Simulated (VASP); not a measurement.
# Rb (Im-3m) in VASP: notebook, part 3 of 3

VASP 6.6.1.

## 5. Relaxation of the atoms, r2SCAN (a relaxed cell with its volume scaled by 1.06)

INCAR

```
ALGO = Normal
EDIFF = 1E-7
EDIFFG = -0.01
ENCUT = 600
IBRION = 2
ISIF = 2
ISMEAR = 1
LASPH = True
LCHARG = False
LMIXTAU = True
LREAL = False
LWAVE = False
METAGGA = R2SCAN
NELM = 80
NSW = 40
PREC = Accurate
SIGMA = 0.1
```

KPOINTS

```
k-points
0
Gamma
  10 10 10
```

POSCAR

```
Rb                                      
1.0
   -2.9306540165      2.9306540165      2.9306540165
    2.9306540165     -2.9306540165      2.9306540165
    2.9306540165      2.9306540165     -2.9306540165
  Rb            
     1
Direct
     0.0000000000000000    0.0000000000000000    0.0000000000000000
```

Potentials or basis: VASP PAW PBE potentials, release 64 (Rb_sv).

Started as:

```console
$ cat potpaw_PBE.64/Rb_sv/POTCAR > POTCAR
$ mpirun -np 1 vasp_std > vasp.out
```

OUTCAR:

```text
EDIFF = 1E-7
   EDIFFG = -0.01
   ENCUT = 600
   IBRION = 2
   ISIF = 2
   ISMEAR = 1
   LASPH = True
   LREAL = False
   METAGGA = R2SCAN
   NELM = 80
   NSW = 40
   PREC = Accurate

 ion  position               nearest neighbor table
   1  0.000  0.000  0.000-

  LATTYP: Found a body centered cubic cell.
 ALAT       =     5.8613080330

  Lattice vectors:

 A1 = (  -2.9306540165,   2.9306540165,   2.9306540165)
 A2 = (   2.9306540165,  -2.9306540165,   2.9306540165)
 A3 = (   2.9306540165,   2.9306540165,  -2.9306540165)

Analysis of symmetry for initial positions (statically):
=====================================================================
 Subroutine PRICEL returns:
 Original cell was already a primitive cell.

 Routine SETGRP: Setting up the symmetry group for a
 body centered cubic supercell.

 Subroutine GETGRP returns: Found 48 space group operations
 (whereof 48 operations were pure point group operations)
 out of a pool of 48 trial point group operations.

The static configuration has the point symmetry O_h .

Analysis of symmetry for dynamics (positions and initial velocities):
=====================================================================
 Subroutine PRICEL returns:
 Original cell was already a primitive cell.

 Routine SETGRP: Setting up the symmetry group for a
 body centered cubic supercell.

 Subroutine GETGRP returns: Found 48 space group operations
 (whereof 48 operations were pure point group operations)
 out of a pool of 48 trial point group operations.

The dynamic configuration has the point symmetry O_h .

 Subroutine INISYM returns: Found 48 space group operations
 (whereof 48 operations are pure point group operations),
 and found     1 'primitive' translations

----------------------------------------------------------------------------------------

                                     Primitive cell

  volume of cell :     100.6824

  direct lattice vectors                    reciprocal lattice vectors
    -2.930654017  2.930654017  2.930654017     0.000000000  0.170610382  0.170610382
     2.930654017 -2.930654017  2.930654017     0.170610382  0.000000000  0.170610382
     2.930654017  2.930654017 -2.930654017     0.170610382  0.170610382  0.000000000

  length of vectors
     5.076041656  5.076041656  5.076041656     0.241279515  0.241279515  0.241279515

  position of ions in fractional coordinates (direct lattice)
     0.000000000  0.000000000  0.000000000

  ion indices of the primitive-cell ions
   primitive index   ion index
                 1           1

----------------------------------------------------------------------------------------

 KPOINTS: k-points

Automatic generation of k-mesh.
 Grid dimensions read from file:
 generate k-points for:   10   10   10

 Generating k-lattice:

  Cartesian coordinates                     Fractional coordinates (reciprocal lattice)
     0.000000000  0.017061038  0.017061038     0.100000000  0.000000000  0.000000000
     0.017061038  0.000000000  0.017061038     0.000000000  0.100000000  0.000000000
     0.017061038  0.017061038  0.000000000     0.000000000  0.000000000  0.100000000

  Length of vectors
     0.024127952  0.024127952  0.024127952

  Shift w.r.t. Gamma in fractional coordinates (k-lattice)
     0.000000000  0.000000000  0.000000000

 Subroutine IBZKPT returns following result:
 ===========================================

 Found     47 irreducible k-points:

 Following reciprocal coordinates:
            Coordinates               Weight
  0.000000  0.000000  0.000000      1.000000
  0.100000  0.000000  0.000000     12.000000
  0.200000  0.000000  0.000000     12.000000
  0.300000  0.000000  0.000000     12.000000
  0.400000  0.000000  0.000000     12.000000
  0.500000  0.000000  0.000000      6.000000
[... 16 lines left out ...]
  0.300000  0.300000  0.100000      8.000000
 -0.300000  0.300000  0.100000     24.000000
 [... further k-points ...]
   k-points           NKPTS =     47   k-points in BZ     NKDIM =     47   number of bands    NBANDS=      8
   number of dos      NEDOS =    301   number of ions     NIONS =      1
   total plane-waves  NPLWV =  74088
   dimension x,y,z NGX =    42 NGY =   42 NGZ =   42
   dimension x,y,z NGXF=    84 NGYF=   84 NGZF=   84
   ions per type =               1
   NGX,Y,Z   is equivalent  to a cutoff of  13.76, 13.76, 13.76 a.u.
   NGXF,Y,Z  is equivalent  to a cutoff of  27.51, 27.51, 27.51 a.u.
 SYSTEM =  unknown system
   PREC   = accura    normal or accurate (medium, high low for compatibility)
   ISTART =      0    job   : 0-new  1-cont  2-samecut
   ICHARG =      2    charge: 1-file 2-atom 10-const
   ISPIN  =      1    spin polarized calculation?
   LNONCOLLINEAR =      F non collinear calculations
   LSORBIT =      F    spin-orbit coupling
   LASPH  =      T    aspherical Exc in radial PAW
   ENCUT  =  600.0 eV  44.10 Ry    6.64 a.u.  10.14 10.14 10.14*2*pi/ulx,y,z
   NELM   =     80;   NELMIN=  2; NELMDL= -5     # of ELM steps
   EDIFF  = 0.1E-06   stopping-criterion for ELM
   LREAL  =      F    real-space projection
   EDIFFG = -.1E-01   stopping-criterion for IOM
   NSW    =     40    number of steps for IOM
   IBRION =      2    ionic relax: 0-MD 1-quasi-New 2-CG
   NFREE  =      1    steps in history (QN), initial steepest desc. (CG)
   ISIF   =      2    stress and relaxation
   ISYM   =      2    0-nonsym 1-usesym 2-fastsym
   POTIM  = 0.5000    time-step for ionic-motion
   TEBEG  =    0.0;   TEEND  =   0.0 temperature during run
   PSTRESS=    0.0 pullay stress
   NELECT =       9.0000    total number of electrons
   NUPDOWN=      -1.0000    fix difference up-down
   EMIN   =  10.00;   EMAX   =-10.00  energy-range for DOS
   EFERMI =   0.00;   METHOD = LEGACY
   ISMEAR =     1;   SIGMA  =   0.10  broadening in eV -4-tet -1-fermi 0-gaus
   EFERMI_NEDOS =   21; number of points for ismear=-14 and -15
   IALGO  =     38    algorithm
   IMIX   =      4    mixing-type and parameters
     AMIX     =   0.40;   BMIX     =  1.00
     AMIX_MAG =   1.60;   BMIX_MAG =  1.00
  volume/ion in A,a.u.               =     100.68       679.44
  Fermi-wavevector in a.u.,A,eV,Ry     =   0.731989  1.383258  7.290106  0.535808
  Thomas-Fermi vector in A             =   1.824341
   LORBIT       =      0    0 simple, 1 ext, 2 COOP (PROOUT), +10 PAW based schemes
   METAGGA = R2SCAN    functional components
   LHFCALC =     F    Hartree Fock is set to
   AEXX    =    0.0000 exact exchange contribution
   IVDW    =     0    specifies the selected vdW correction
   LEPSILON=     F    determine dielectric tensor
   LRPA    =     F    only Hartree local field effects (RPA)
 conjugate gradient relaxation of ions
 non-spin polarized calculation
 Methfessel and Paxton  Order N= 1 SIGMA  =   0.10
  energy-cutoff  :      600.00
  volume of cell :      100.68
 maximum number of plane-waves:      3396
 NGX is ok and might be reduce to    42
   NGX = 21   NGY = 21   NGZ = 21

 number of electron       9.0000000 magnetization

 Free energy of the ion-electron system (eV)
  ---------------------------------------------------
  ext. energy  EPLUGINS =         0.00000000
  ---------------------------------------------------
  free energy    TOTEN  =       -13.91335008 eV

  energy without entropy =      -13.91242991  energy(sigma->0) =      -13.91304336

 E-fermi :  -0.1461     XC(G=0):  -5.4771

 val. band max:       -0.1509663540   @ k =   0.3000   0.2000   0.0000
 cond. band min:      -0.0693077573   @ k =  -0.4000   0.4000   0.2000
 fundamental gap:      0.0816585967
 Fermi energy:        -0.1460787699

 k-point     1 :       0.0000    0.0000    0.0000
  band No.  band energies     occupation
      1     -30.2849      2.00000
      2     -13.7816      2.00000
      3     -13.7816      2.00000
      4     -13.7816      2.00000
      5      -2.1103      2.00000
      6       3.8675      0.00000
      7       3.8675      0.00000
      8       3.8675      0.00000
[... 243 lines left out ...]
 k-point    24 :      -0.3000    0.3000    0.1000
  band No.  band energies     occupation
      1     -30.2829      2.00000
      2     -13.8262      2.00000
      3     -13.7990      2.00000
      4     -13.7867      2.00000
      5      -1.0230      2.00000
      6       2.0960      0.00000
      7       3.0117      0.00000
      8       3.8510      0.00000

 [... further k-points ...]

------------------------ aborting loop because EDIFF is reached ----------------------------------------

  FORCE on cell =-STRESS in cart. coord.  units (eV):
  Direction    XX          YY          ZZ          XY          YZ          ZX
  --------------------------------------------------------------------------------------
  -------------------------------------------------------------------------------------
  Total       -0.0837191     -0.0837191     -0.0837191      0.0000000     -0.0000000      0.0000000
  in kB       -1.3322369     -1.3322369     -1.3322369      0.0000000     -0.0000000      0.0000000
  external PRESSURE =      -1.3322369 kB  Pullay stress =       0.0000000 kB

 VOLUME and BASIS-vectors are now :
 -----------------------------------------------------------------------------
  energy-cutoff  :      600.00
  volume of cell :      100.68
      direct lattice vectors                 reciprocal lattice vectors
    -2.930654017  2.930654017  2.930654017     0.000000000  0.170610382  0.170610382
     2.930654017 -2.930654017  2.930654017     0.170610382  0.000000000  0.170610382
     2.930654017  2.930654017 -2.930654017     0.170610382  0.170610382  0.000000000

 POSITION                                       TOTAL-FORCE (eV/Angst)
 -----------------------------------------------------------------------------------
      0.00000      0.00000      0.00000         0.000000      0.000000     -0.000000
 -----------------------------------------------------------------------------------
    total drift:                                0.000000      0.000000      0.000000

  FREE ENERGIE OF THE ION-ELECTRON SYSTEM (eV)
  ---------------------------------------------------
  free  energy   TOTEN  =       -13.9133500831 eV

  energy  without entropy=      -13.9124299099  energy(sigma->0) =      -13.91304336

 reached required accuracy - stopping structural energy minimisation
```

CONTCAR:

```text
Rb
   1.00000000000000
    -2.9306540165000001    2.9306540165000001    2.9306540165000001
     2.9306540165000001   -2.9306540165000001    2.9306540165000001
     2.9306540165000001    2.9306540165000001   -2.9306540165000001
  Rb
     1
Direct
     0.0000000000000000    0.0000000000000000    0.0000000000000000

  0.00000000E+00  0.00000000E+00  0.00000000E+00
```

Run time: 6.4 min. Hardware: 1 thread of AMD EPYC 7R13 (Zen 3), shared host; peak memory 0.27 GiB.

Results:

```yaml
Free_energy: -13.9134 eV
Pressure_after_relaxing: -0.1 GPa
Band_gap_on_the_k_mesh: none (metal or under the smearing width)
```

Final structure:
```yaml
crystal:
  lattice:
    - [-2.93065, 2.93065, 2.93065]
    - [2.93065, -2.93065, 2.93065]
    - [2.93065, 2.93065, -2.93065]
  atoms:
    - { symbol: Rb, position: [0.00000, 0.00000, 0.00000] }
```

Levels at points of the mesh, in eV from the Fermi level:
```
           k point  band 2  band 3  band 4  band 5  band 6  band 7  band 8
(0.00, 0.00, 0.00)  -13.64  -13.64  -13.64   -1.96    4.01    4.01    4.01
(0.50, 0.00, 0.00)  -13.70  -13.66  -13.64    0.37    0.65    2.85    4.58
(0.50, 0.50, 0.50)  -13.68  -13.68  -13.68    1.39    1.39    3.25    3.25
```

Caveat: the relaxation stopped at its first step, so nothing moved; the PAW data sets were made with another functional, which shifts forces and pressure a little.

## 6. The runs side by side

```tsv
cell	gap on the mesh (eV)	pressure (GPa)
atoms relaxed	none	0.0
atoms relaxed from: a relaxed cell with its volume scaled by 1.02	none	0.0
atoms relaxed from: a relaxed cell with its volume scaled by 1.04	none	-0.1
atoms relaxed from: a relaxed cell with its volume scaled by 1.06	none	-0.1
```

Alike in all rows: task relaxation of the atoms; level r2SCAN; potentials or basis VASP PAW PBE potentials, release 64 (Rb_sv); no spin polarisation; k mesh 10 × 10 × 10; cutoff (eV) 600; smearing methfessel-paxton 0.1 eV.

Caveats: the relaxation stopped at its first step, so nothing moved; the PAW data sets were made with another functional, which shifts forces and pressure a little.

Absolute energies hang on the potentials; compare differences alone.
